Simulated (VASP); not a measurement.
# CuO (Tenorite) (C2/c) in VASP: further runs

The runs below take CuO (Tenorite) through relaxation of cell and atoms, single point, with PBE, RPBE.

Program: VASP 6.6.1. These are calculated values, not measurements. Logs are shortened: lines on timing, memory, paths and dates and some standing lists are left out, and cuts for length are marked.

### 1 The crystal as given

The structure is monoclinic, space group C2/c (No. 15). Conventional cell: a = 4.684 Å, b = 3.423 Å, c = 5.129 Å, α = 90.00°, β = 99.54°, γ = 90.00°. Cu (site symmetry -1) is surrounded by 4 O at 1.95 to 1.96 Å. Around O (site symmetry 2) lie 4 Cu at 1.95 to 1.96 Å.

### 2 Relaxation of cell and atoms, PBE

INCAR reads:

```
SYSTEM = CuO
  PREC = Accurate
  ENCUT = 600
  EDIFF = 1E-6
  ISMEAR = -1
  SIGMA = 0.05
  LREAL = .False.
  LASPH = .True.
  NELM = 60
  ALGO = Normal
  ISIF = 3
  LWAVE = .False.
  LCHARG = .False.
  GGA = PE
  IBRION = 2
  NSW = 60
  EDIFFG = -0.01
```

KPOINTS reads:

```
regular mesh
0
Gamma
  10 10 5
  0 0 0
```

POSCAR reads:

```
CuO
1.0
    2.3418500000     -1.7113000000      0.0000000000
    2.3418500000      1.7113000000      0.0000000000
   -0.8500274268      0.0000000000      5.0578693947
Cu O
2 2
Direct
    0.5000000000      0.0000000000      0.5000000000
    0.0000000000      0.5000000000      0.0000000000
    0.4184000000      0.5816000000      0.7500000000
    0.5816000000      0.4184000000      0.2500000000
```

Potentials or basis: VASP PAW PBE potentials, release 64 (Cu, O).

Started as:

```
$ cat potpaw_PBE.64/Cu/POTCAR potpaw_PBE.64/O/POTCAR > POTCAR
$ mpirun -np 1 vasp_std > vasp.out
```

OUTCAR:

```text
SYSTEM = CuO
   PREC = Accurate
   ENCUT = 600
   EDIFF = 1E-6
   ISMEAR = -1
   LREAL = .False.
   LASPH = .True.
   NELM = 60
   ISIF = 3
   GGA = PE
   IBRION = 2
   NSW = 60
   EDIFFG = -0.01

 ion  position               nearest neighbor table
   1  0.500  0.000  0.500-   3 1.95   4 1.95   4 1.96   3 1.96
   2  0.000  0.500  0.000-   4 1.95   3 1.95   4 1.96   3 1.96
   3  0.418  0.582  0.750-   2 1.95   1 1.95   2 1.96   1 1.96
   4  0.582  0.418  0.250-   1 1.95   2 1.95   2 1.96   1 1.96

  LATTYP: Found a base centered monoclinic cell.
 ALAT       =     4.6837000000
 B/A-ratio  =     0.7307470589
 C/A-ratio  =     1.0950317057
 COS(beta)  =    -0.1657361228

  Lattice vectors:

 A1 = (   2.3418500000,  -1.7113000000,   0.0000000000)
 A2 = (   2.3418500000,   1.7113000000,   0.0000000000)
 A3 = (  -0.8500274268,   0.0000000000,   5.0578693947)

Analysis of symmetry for initial positions (statically):
=====================================================================
 Subroutine PRICEL returns:
 Original cell was already a primitive cell.

 Routine SETGRP: Setting up the symmetry group for a
 base centered monoclinic supercell.

 Subroutine GETGRP returns: Found  4 space group operations
 (whereof  2 operations were pure point group operations)
 out of a pool of  4 trial point group operations.

The static configuration has the point symmetry S_2 .
 The point group associated with its full space group is C_2h.

Analysis of symmetry for dynamics (positions and initial velocities):
=====================================================================
 Subroutine PRICEL returns:
 Original cell was already a primitive cell.

 Routine SETGRP: Setting up the symmetry group for a
 base centered monoclinic supercell.

 Subroutine GETGRP returns: Found  4 space group operations
 (whereof  2 operations were pure point group operations)
 out of a pool of  4 trial point group operations.

The dynamic configuration has the point symmetry S_2 .
 The point group associated with its full space group is C_2h.

 Subroutine INISYM returns: Found  4 space group operations
 (whereof  2 operations are pure point group operations),
 and found     1 'primitive' translations

----------------------------------------------------------------------------------------

                                     Primitive cell

  volume of cell :      40.5399

  direct lattice vectors                    reciprocal lattice vectors
     2.341850000 -1.711300000  0.000000000     0.213506416 -0.292175539  0.035881968
     2.341850000  1.711300000  0.000000000     0.213506416  0.292175539  0.035881968
    -0.850027427  0.000000000  5.057869395     0.000000000  0.000000000  0.197711709

  length of vectors
     2.900484289  2.900484289  5.128800000     0.363646877  0.363646877  0.197711709

  position of ions in fractional coordinates (direct lattice)
     0.500000000  0.000000000  0.500000000
     0.000000000  0.500000000  0.000000000
     0.418400000  0.581600000  0.750000000
     0.581600000  0.418400000  0.250000000

  ion indices of the primitive-cell ions
   primitive index   ion index
                 1           1
                 2           2
                 3           3
                 4           4

----------------------------------------------------------------------------------------

 KPOINTS: regular mesh

Automatic generation of k-mesh.
 Grid dimensions read from file:
 generate k-points for:   10   10    5

 Generating k-lattice:

  Cartesian coordinates                     Fractional coordinates (reciprocal lattice)
     0.021350642 -0.029217554  0.003588197     0.100000000  0.000000000  0.000000000
     0.021350642  0.029217554  0.003588197     0.000000000  0.100000000  0.000000000
     0.000000000  0.000000000  0.039542342     0.000000000  0.000000000  0.200000000

  Length of vectors
     0.036364688  0.036364688  0.039542342

  Shift w.r.t. Gamma in fractional coordinates (k-lattice)
     0.000000000  0.000000000  0.000000000

 Subroutine IBZKPT returns following result:
 ===========================================

 Found    141 irreducible k-points:

 Following reciprocal coordinates:
            Coordinates               Weight
  0.000000  0.000000  0.000000      1.000000
  0.100000 -0.000000  0.000000      4.000000
  0.200000 -0.000000  0.000000      4.000000
  0.300000 -0.000000  0.000000      4.000000
  0.400000 -0.000000  0.000000      4.000000
  0.500000 -0.000000  0.000000      2.000000
[... 16 lines left out ...]
  0.300000  0.300000  0.000000      2.000000
  0.400000  0.300000  0.000000      4.000000
 [... further k-points ...]
   k-points           NKPTS =    141   k-points in BZ     NKDIM =    141   number of bands    NBANDS=     21
   number of dos      NEDOS =    301   number of ions     NIONS =      4
   total plane-waves  NPLWV =  24192
   dimension x,y,z NGX =    24 NGY =   24 NGZ =   42
   dimension x,y,z NGXF=    48 NGYF=   48 NGZF=   84
[... 26 lines left out ...]
   EMIN   =  10.00;   EMAX   =-10.00  energy-range for DOS
   EFERMI =   0.00;   METHOD = LEGACY
   ISMEAR =    -1;   SIGMA  =   0.05  broadening in eV -4-tet -1-fermi 0-gaus
   EFERMI_NEDOS =   21; number of points for ismear=-14 and -15
   IALGO  =     38    algorithm
   IMIX   =      4    mixing-type and parameters
     AMIX     =   0.40;   BMIX     =  1.00
     AMIX_MAG =   1.60;   BMIX_MAG =  1.00
  volume/ion in A,a.u.               =      10.13        68.39
  Fermi-wavevector in a.u.,A,eV,Ry     =   1.543856  2.917465 32.429379  2.383492
  Thomas-Fermi vector in A             =   2.649460
   LORBIT       =      0    0 simple, 1 ext, 2 COOP (PROOUT), +10 PAW based schemes
   GGA     = PE    functional components
   LHFCALC =     F    Hartree Fock is set to
   AEXX    =    0.0000 exact exchange contribution
   IVDW    =     0    specifies the selected vdW correction
   LEPSILON=     F    determine dielectric tensor
   LRPA    =     F    only Hartree local field effects (RPA)
 conjugate gradient relaxation of ions
 non-spin polarized calculation
  energy-cutoff  :      600.00
  volume of cell :       40.54
 maximum number of plane-waves:      1364
   NGX = 11   NGY = 11   NGZ = 21

--------------------------------------- Ionic step        1  -------------------------------------------

 number of electron      33.9999983 magnetization

 Free energy of the ion-electron system (eV)
  ---------------------------------------------------
  ext. energy  EPLUGINS =         0.00000000
  ---------------------------------------------------
  free energy    TOTEN  =       -19.53584505 eV

  energy without entropy =      -19.51653669  energy(sigma->0) =      -19.52619087

------------------------ aborting loop because EDIFF is reached ----------------------------------------

  FORCE on cell =-STRESS in cart. coord.  units (eV):
  Direction    XX          YY          ZZ          XY          YZ          ZX
  --------------------------------------------------------------------------------------
  -------------------------------------------------------------------------------------
  Total        1.5665606      1.8121861      1.4169617      0.0000000      0.0000000     -0.3075229
  in kB       61.9120158     71.6193801     55.9997190      0.0000000      0.0000000    -12.1536074
  external PRESSURE =      63.1770383 kB  Pullay stress =       0.0000000 kB
[... 95 lines left out ...]
  FREE ENERGIE OF THE ION-ELECTRON SYSTEM (eV)
  ---------------------------------------------------
  free  energy   TOTEN  =       -19.5702015723 eV

  energy  without entropy=      -19.5505252537  energy(sigma->0) =      -19.56036341

[... ionic steps 4 to 44 ...]

--------------------------------------- Ionic step       45  -------------------------------------------

 number of electron      34.0000018 magnetization

------------------------ aborting loop because EDIFF is reached ----------------------------------------

  FORCE on cell =-STRESS in cart. coord.  units (eV):
  Direction    XX          YY          ZZ          XY          YZ          ZX
  --------------------------------------------------------------------------------------
  -------------------------------------------------------------------------------------
  Total       -0.0196126     -0.0178898     -0.0857145      0.0000000      0.0000000      0.0044449
  in kB       -0.7010959     -0.6395124     -3.0640628      0.0000000      0.0000000      0.1588928
  external PRESSURE =      -1.4682237 kB  Pullay stress =       0.0000000 kB
[... 61 lines left out ...]
  energy  without entropy=      -19.7062139373  energy(sigma->0) =      -19.71665314

--------------------------------------- Ionic step       47  -------------------------------------------

 number of electron      34.0000018 magnetization

 Free energy of the ion-electron system (eV)
  ---------------------------------------------------
  ext. energy  EPLUGINS =         0.00000000
  ---------------------------------------------------
  free energy    TOTEN  =       -19.72711442 eV

  energy without entropy =      -19.70620178  energy(sigma->0) =      -19.71665810

 E-fermi :   4.7251     XC(G=0): -11.2572

 val. band max:        4.7095052437   @ k =  -0.3000   0.5000   0.4000
 cond. band min:       4.7318736613   @ k =   0.3000   0.1000   0.0000
 fundamental gap:      0.0223684176
 Fermi energy:         4.7251346330

 k-point     1 :       0.0000    0.0000    0.0000
  band No.  band energies     occupation
      1     -14.9372      2.00000
      2     -13.6623      2.00000
      3      -3.2272      2.00000
      4      -0.6361      2.00000
      5      -0.5275      2.00000
      6       1.0913      2.00000
[... 550 lines left out ...]
      5      -0.9821      2.00000
      6      -0.5446      2.00000
[... 13 lines left out ...]
     20      10.3793      0.00000
     21      13.7711      0.00000

 [... further k-points ...]

------------------------ aborting loop because EDIFF is reached ----------------------------------------

  FORCE on cell =-STRESS in cart. coord.  units (eV):
  Direction    XX          YY          ZZ          XY          YZ          ZX
  --------------------------------------------------------------------------------------
  -------------------------------------------------------------------------------------
  Total       -0.0087007     -0.0077441     -0.0285739      0.0000000      0.0000000      0.0086910
  in kB       -0.3110810     -0.2768786     -1.0216224      0.0000000      0.0000000      0.3107362
  external PRESSURE =      -0.5365273 kB  Pullay stress =       0.0000000 kB
[... 19 lines left out ...]
  FREE ENERGIE OF THE ION-ELECTRON SYSTEM (eV)
  ---------------------------------------------------
  free  energy   TOTEN  =       -19.7271144180 eV

  energy  without entropy=      -19.7062017832  energy(sigma->0) =      -19.71665810

 reached required accuracy - stopping structural energy minimisation
```

Run time: 40 min. Hardware: 1 thread of Intel Xeon Platinum 8259CL at 2.50GHz (Skylake/Cascade Lake), shared host; peak memory 0.28 GiB.

What came out:

```
Free energy                            : -19.7271 eV
Relaxed volume                         : 11.20 Å³/atom
Relaxed cell                           : a = 2.947 Å, b = 2.947 Å, c = 5.168 Å, α = 90.13°, β = 90.13°, γ = 86.95°
Space group after relaxing (to 0.05 Å) : Cccm (No. 66)
Energy gained by relaxing              : 47.8 meV/atom
Ionic steps                            : 47
Pressure after relaxing                : -0.1 GPa
Band gap on the k mesh                 : none (metal or under the smearing width)
```

Forces on the atoms (eV/Å):
```
Cu   0.000  0.000  0.000
Cu   0.000  0.000  0.000
O    0.000  0.003  0.000
O    0.000 -0.003  0.000
```

Step by step:
```tsv
step	energy change (eV)	largest force (eV/Å)	pressure (GPa)	volume (Å³)
1	0.0000	0.2189	6.32	40.54
3	-0.0344	0.2877	-0.49	42.21
5	-0.0762	0.0536	0.15	42.86
7	-0.0797	0.0648	0.81	43.09
9	-0.1189	0.0052	-1.09	44.29
11	-0.1534	0.0425	-3.14	45.82
13	-0.1706	0.0373	0.09	44.99
15	-0.1783	0.0324	-0.26	45.09
17	-0.1827	0.0244	0.81	44.31
19	-0.1871	0.0285	0.24	44.65
21	-0.1875	0.0370	-0.27	44.78
23	-0.1877	0.0413	-0.49	44.88
25	-0.1887	0.0497	-0.49	44.91
27	-0.1901	0.0458	0.06	44.75
29	-0.1901	0.0440	0.16	44.72
31	-0.1903	0.0313	0.18	44.73
33	-0.1906	0.0068	-0.17	44.82
35	-0.1907	0.0102	-0.13	44.82
37	-0.1907	0.0405	0.30	44.70
39	-0.1909	0.0247	0.12	44.75
41	-0.1911	0.0015	0.05	44.74
43	-0.1912	0.0023	-0.21	44.85
45	-0.1913	0.0025	-0.15	44.82
47	-0.1913	0.0030	-0.05	44.81
```

Final structure:
```yaml
crystal:
  lattice:
    - [2.13192, -2.02744, 0.16551]
    - [2.13192, 2.02744, 0.16551]
    - [-0.41613, 0.00000, 5.15140]
  atoms:
    - { symbol: Cu, position: [0.50000, 0.00000, 0.50000] }
    - { symbol: Cu, position: [0.00000, 0.50000, 0.00000] }
    - { symbol: O, position: [0.49935, 0.50065, 0.75000] }
    - { symbol: O, position: [0.50065, 0.49935, 0.25000] }
```

Levels at points of the mesh, in eV from the Fermi level:
| k point | band 13 | band 14 | band 15 | band 16 | band 17 | band 18 | band 19 | band 20 | band 21 |
| --- | --- | --- | --- | --- | --- | --- | --- | --- | --- |
| (0.00, 0.00, 0.00) | -2.33 | -2.32 | -2.25 | -1.86 | 0.62 | 0.74 | 1.41 | 6.13 | 7.27 |
| (0.50, 0.00, 0.00) | -2.23 | -1.84 | -1.54 | -1.46 | 0.23 | 0.48 | 3.77 | 5.88 | 6.41 |
| (0.50, 0.50, 0.00) | -2.31 | -2.29 | -1.58 | -1.19 | -1.15 | 1.13 | 2.24 | 7.24 | 9.35 |

Caveat: the volume moved by +11 % from the deposited cell, more than functionals usually miss; the run has no spin polarisation, though such a crystal can be magnetic; semilocal functionals often make such compounds metallic where correlation or magnetic order opens a gap, which also shifts bond lengths. Zero-point motion and thermal expansion aren't in these numbers.

### 3 Single point, PBE

INCAR reads:

```
SYSTEM = CuO
PREC     = Accurate       ! precision mode
ENCUT    = 520            ! plane-wave cutoff, eV
EDIFF    = 1E-6           ! SCF threshold, eV
ISMEAR   = 0              ! smearing method
SIGMA    = 0.027000000000000003 ! smearing width, eV
LREAL    = .FALSE.        ! projectors in reciprocal space
LASPH    = .TRUE.         ! aspherical terms in the spheres
NELM     = 80             ! most SCF steps
ALGO     = Normal         ! electronic algorithm
ISIF     = 2              ! what is computed and relaxed
LWAVE    = .FALSE.        ! write WAVECAR
LCHARG   = .TRUE.         ! write CHGCAR
GGA      = PE             ! functional
LELF     = .TRUE.         ! ELF
LVHAR    = .TRUE.       
NBANDS   = 25             ! bands
```

KPOINTS reads:

```
Automatic mesh
0
G
  10 10 5
  0 0 0
```

POSCAR is that of step 2.

Potentials or basis: VASP PAW PBE potentials, release 64 (Cu, O).

Started as:

```
$ cat potpaw_PBE.64/Cu/POTCAR potpaw_PBE.64/O/POTCAR > POTCAR
$ mpirun -np 1 vasp_std > vasp.out
```

Wall time 1.8 min (1 thread of Intel Xeon Platinum 8488C (Sapphire Rapids), shared host); peak memory 0.24 GiB.

It converged, with:

```
Free energy            : -19.5216 eV
Pressure               : 6.4 GPa
Largest force          : 0.218 eV/Å
Band gap on the k mesh : none (metal or under the smearing width)
```

Forces on the atoms (eV/Å):
```
Cu   0.000  0.000  0.000
Cu   0.000  0.000  0.000
O    0.000 -0.218  0.000
O    0.000  0.218  0.000
```

Stress tensor (GPa, compression positive):
```
 6.36  0.00 -1.34
 0.00  7.26  0.00
-1.34  0.00  5.67
```

Levels at points of the mesh, in eV from the Fermi level:
```tsv
k point	band 13	band 14	band 15	band 16	band 17	band 18	band 19	band 20	band 21	band 22
(0.00, 0.00, 0.00)	-2.39	-2.22	-2.16	-1.66	0.22	0.95	1.74	6.06	8.18	13.40
(0.50, 0.00, 0.00)	-2.05	-1.60	-1.51	-1.41	0.01	0.26	4.89	6.34	6.98	11.14
(0.50, 0.50, 0.00)	-2.14	-2.13	-1.66	-1.22	-0.66	1.08	3.37	7.13	8.54	10.06
```

Caveat: the run has no spin polarisation, though such a crystal can be magnetic; semilocal functionals often make such compounds metallic where correlation or magnetic order opens a gap, which also shifts bond lengths. With open d or f shells a metallic result of PBE can be an artefact of self-interaction; +U or a hybrid may open a gap.

### 4 Single point, RPBE

INCAR reads:

```
SYSTEM = CuO
  ALGO = Normal
  EDIFF = 1E-6
  ENCUT = 500
  GGA = RP
  ISIF = 2
  ISMEAR = 0
  LASPH = .TRUE.
  LCHARG = .FALSE.
  LREAL = .FALSE.
  LWAVE = .FALSE.
  NELM = 60
  PREC = Accurate
  SIGMA = 0.1
```

KPOINTS reads:

```
k-points
0
G
  10 10 5
  0 0 0
```

POSCAR reads:

```
CuO
1.0
    2.3418500000     -1.7113000000      0.0000000000
    2.3418500000      1.7113000000      0.0000000000
   -0.8500274268      0.0000000000      5.0578693947
Cu O
2 2
Cartesian
    0.7459112866     -0.8556500000      2.5289346974
    1.1709250000      0.8556500000      0.0000000000
    1.7043294299      0.2792841600      3.7934020460
    2.1293431433     -0.2792841600      1.2644673487
```

Started as:

```
$ cat potpaw_PBE.64/Cu/POTCAR potpaw_PBE.64/O/POTCAR > POTCAR
$ mpirun -np 1 vasp_std > vasp.out
```

Run time: 3.3 min. Hardware: 1 thread of AMD EPYC 7R43 (Zen 3), shared host; peak memory 0.19 GiB.

Results (log left out):

```yaml
Free_energy: -17.7379 eV
Pressure: 11.8 GPa
Largest_force: 0.147 eV/Å
Band_gap_on_the_k_mesh: none (metal or under the smearing width)
```

Forces on the atoms (eV/Å):
```
Cu   0.000  0.000  0.000
Cu   0.000  0.000  0.000
O    0.000 -0.147  0.000
O    0.000  0.147  0.000
```

Stress tensor (GPa, compression positive):
```
11.94  0.00 -1.71
 0.00 11.73  0.00
-1.71  0.00 11.71
```

Levels at points of the mesh, in eV from the Fermi level:
```tsv
k point	band 15	band 16	band 17	band 18	band 19	band 20
(0.00, 0.00, 0.00)	-2.17	-1.67	0.21	0.94	1.76	6.11
(0.50, 0.00, 0.00)	-1.52	-1.43	0.01	0.26	4.96	6.40
(0.50, 0.50, 0.00)	-1.67	-1.23	-0.67	1.07	3.43	7.21
```

Caveat: the PAW data sets were made with another functional, which shifts forces and pressure a little; the run has no spin polarisation, though such a crystal can be magnetic; semilocal functionals often make such compounds metallic where correlation or magnetic order opens a gap, which also shifts bond lengths. With open d or f shells a metallic result of RPBE can be an artefact of self-interaction; +U or a hybrid may open a gap.

### 5 The runs side by side

| task | level | cell | cutoff (eV) | smearing | gap on the mesh (eV) | pressure (GPa) | largest force (eV/Å) |
| --- | --- | --- | --- | --- | --- | --- | --- |
| relaxation of cell and atoms | PBE | relaxed | 600 | fermi-dirac 0.05 eV | none | -0.1 | - |
| single point | PBE | as given | 520 | gaussian 0.027 eV | none | 6.4 | 0.22 |
| single point | RPBE | as given | 500 | gaussian 0.1 eV | none | 11.8 | 0.15 |

Alike in all rows: potentials or basis VASP PAW PBE potentials, release 64 (Cu, O); no spin polarisation; k mesh 10 × 10 × 5.

Caveats: the run has no spin polarisation, though such a crystal can be magnetic; semilocal functionals often make such compounds metallic where correlation or magnetic order opens a gap, which also shifts bond lengths; the volume moved by +11 % from the deposited cell, more than functionals usually miss (some runs); the PAW data sets were made with another functional, which shifts forces and pressure a little (some runs).

Total energies depend on the potentials used, so only differences within one code and one set of settings carry meaning.
